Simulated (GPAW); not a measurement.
Here is a GPAW 26.7.0 calculation.

run.py

```python
from ase.dft.bandgap import bandgap
from ase.io import read, write
from ase.units import GPa
from gpaw import GPAW, PW

atoms = read('MgO.xyz')

calc = GPAW(mode=PW(800),
            xc='PBE',
            kpts={'size': (11, 11, 11), 'gamma': True},
            occupations={'name': 'methfessel-paxton', 'order': 0, 'width': 0.026000000000000002},
            nbands=16,
            convergence={'density': 1e-05, 'energy': 1e-05},
            maxiter=150,
            txt='gpaw.txt')
atoms.calc = calc
energy = atoms.get_potential_energy()
forces = atoms.get_forces()
stress = atoms.get_stress()
calc.write('gs.gpw')
write('result.traj', atoms)
print(f'Energy: {energy:.6f} eV')
print('Forces (eV/A):')
print(forces.round(4))
print('Stress (GPa):', (stress / GPa).round(3))
print('Fermi level:', round(calc.get_fermi_level(), 4), 'eV')
print(f'Gap: {bandgap(calc)[0]:.4f} eV, direct: {bandgap(calc, direct=True)[0]:.4f} eV')
```

MgO.xyz

```xyz
2
Lattice="0.0000000000 2.0970013927 2.0970013927 2.0970013927 0.0000000000 2.0970013927 2.0970013927 2.0970013927 0.0000000000" Properties=species:S:1:pos:R:3 pbc="T T T"
Mg     0.0000000000      0.0000000000      0.0000000000
O      2.0970013927      2.0970013927      2.0970013927
```

Potentials or basis: GPAW PAW data sets (gpaw-data 1.2.1), pw.

Run with:

```sh
$ OMP_NUM_THREADS=1 python run.py
```

(1) Estimate the pressure.

(2) Predict the band gap on the k mesh.

Answers

(1) 7.0 GPa.

(2) 4.89 eV, direct.

**Measured values to compare with.**

“Electronic structure of alkaline earth and post-transition metal oxides”, 2009, arxiv:0908.1581 quotes, for a bulk crystal of MgO: band gap 7.83 eV.

A measured gap of MgO is 7.83 eV (quoted in “Electronic structure of alkaline earth and post-transition metal oxides”, 2009, arxiv:0908.1581); the calculated 4.89 eV misses it by -2.94 eV. The value is that of PBE, without temperature or zero-point motion. Semilocal functionals fall short of measured gaps as a rule. The cell is a database's relaxed one, not the measured one, which moves gaps too.
